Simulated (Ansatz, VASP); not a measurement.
## One calculation of BN, two programs

```
CELL_PARAMETERS angstrom
2.49134 0.00000 0.00000
-1.24567 2.15756 0.00000
0.00000 0.00000 3.83502
ATOMIC_POSITIONS crystal
B 0.00000 0.00000 0.00000
B 0.00000 0.00000 0.50000
N 0.33333 0.66667 0.25000
N 0.66667 0.33333 0.75000
```

Change from the starting cell: uniaxial_z strain -4.2%.

Alike in both runs: task single point; functional r2SCAN; k mesh 12 × 12 × 6; no spin polarisation.

|  | VASP | Ansatz |
| --- | --- | --- |
| version | VASP 6.6.1 | Ansatz 0.2.0 |
| potentials or method | VASP PAW PBE potentials, release 64 (B, N) | plane waves, PAW |
| plane-wave cutoff (eV) | 520 | 500 |
| occupations | gaussian, width 0.01 eV | fixed |
| valence electrons in the cell | 16 | 16 |

```csv
,VASP,Ansatz,Ansatz less VASP
gap on the k mesh at the Fermi level (eV),1.83,1.85,+0.017
pressure (GPa),20.2,19.7,-0.50
largest component of the traceless stress (GPa),33.13,33.28,+0.156
```

Caveats: so large a pressure means that the cell lies far from this level's equilibrium, or that cutoff or potentials fall short (VASP); the potentials were made for another functional, which shifts forces and pressure (VASP). A k mesh can miss the band edges.
